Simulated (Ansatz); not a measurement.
These are results of DFT PBE, scalar-relativistic, plane waves, PAW in Ansatz, not measurements. Settings: cutoff 420 eV, Γ-centred meshes spaced at most about 0.3 Å⁻¹, and about 0.25 Å⁻¹ or finer for metals (2π included), Gaussian smearing. Spin is collinear in cells that carry moments; the others ran without spin or lost their moments.

Temperature and zero-point effects are left out.

Problem. Order these relaxed structures of NiO by energy, lowest first, with the energy over the lowest of them.
A.
(no moments)
```
CELL_PARAMETERS angstrom
2.03489 -2.40114 0.00000
2.03489 2.40114 0.00000
0.00000 0.00000 4.26062
ATOMIC_POSITIONS crystal
Ni 0.31781 0.31781 0.50000
Ni 0.68219 0.68219 0.00000
O 0.21383 0.78617 0.75000
O 0.78617 0.21383 0.25000
```

B.
(no moments)
```
CELL_PARAMETERS angstrom
2.68783 0.00000 0.00000
0.00000 2.68783 0.00000
0.00000 0.00000 3.23959
ATOMIC_POSITIONS crystal
Ni 0.00000 0.00000 0.50000
O 0.50000 0.50000 0.50000
```

C.
(no moments)
```
CELL_PARAMETERS angstrom
2.83023 0.00000 0.00000
0.00000 2.83023 0.00000
0.00000 0.00000 5.00974
ATOMIC_POSITIONS crystal
Ni 0.00000 0.50000 0.50000
Ni 0.50000 0.00000 0.00000
O 0.00000 0.00000 0.25000
O 0.00000 0.00000 0.75000
```

D.
(parallel moments up to 1.5 μB)
```
CELL_PARAMETERS angstrom
0.00000 2.10818 2.10818
2.10818 0.00000 2.10818
2.10818 2.10818 0.00000
ATOMIC_POSITIONS crystal
Ni 0.00000 0.00000 0.00000
O 0.50000 0.50000 0.50000
```

E.
(parallel moments up to 1.5 μB)
```
CELL_PARAMETERS angstrom
0.00000 2.24063 2.24063
2.24063 0.00000 2.24063
2.24063 2.24063 0.00000
ATOMIC_POSITIONS crystal
Ni 0.00000 0.00000 0.00000
O 0.75000 0.75000 0.75000
```

Solution. C (0 meV/atom), E (274 meV/atom), A (326 meV/atom), D (340 meV/atom), B (404 meV/atom). Forms: C P4_2/mmc; E zinc blende type, F-43m; A C222_1; D rock salt type, Fm-3m; B P4/mmm. Counting O atoms around Ni (those within 1.25 times the shortest such distance or 1.15 times the sum of covalent radii): C has Ni 4; E has Ni 4; A has Ni 4; D has Ni 6; B has Ni 4. Origin: A, B and E, invented; C, invented, then shaken at random and relaxed again; D, reached from a cell as deposited in COD, among other starts. Shaken at random and relaxed again, B falls into a cell with space group Pmma (No. 51), 76 meV/atom lower, so it is a saddle point or a shallow minimum.

For metals, differences of a few meV/atom aren't resolved. No dispersion correction is applied, so the spacing and binding between layers, chains or molecules are poorly described (P4/mmm), and this can change margins and order among such cells. In such compounds of Ni a zero gap at this level may well be an artefact, since no Hubbard U is applied. A magnetic state wasn't ruled out in cells without spin, among them P4_2/mmc. The magnetic state reached may not be the lowest. Cells without such a test can be saddle points. Some candidate types were left out of the draw beforehand, so a known form may be missing.
